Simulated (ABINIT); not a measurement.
Crystal: Ta.

```
CELL_PARAMETERS angstrom
2.90037 0.00000 0.00000
-1.45019 2.51180 0.00000
0.00000 0.00000 5.16627
ATOMIC_POSITIONS crystal
Ta 0.33333 0.66667 0.25000
Ta 0.66667 0.33333 0.75000
```

This isn't the form of Ta at room conditions, which is bcc.

Base run:

```yaml
Program: ABINIT 10.8.3 (patched build)
Functional: PW91
Potentials_or_basis: JTH PAW PBE v2.0
Cutoff: 626 eV
k_mesh: 11 × 11 × 5
Occupations: fermi-dirac, width 0.05 eV
Spin: no spin polarisation
```

Its results: band gap on the k mesh none (metal or under the smearing width); pressure -1.8 GPa.

Problem. After a change of settings the same cell gave: band gap on the k mesh none (metal or under the smearing width); pressure -12.2 GPa. Which change was it?
A. functional from PW91 to PBE
B. functional from PW91 to LDA
C. functional from PW91 to SCAN
D. functional from PW91 to PBEsol

Solution. B.

LDA binds more tightly than PW91, so the same cell stands under less pressure.

Caveats: the PAW data sets were made with another functional, which shifts forces and pressure a little.
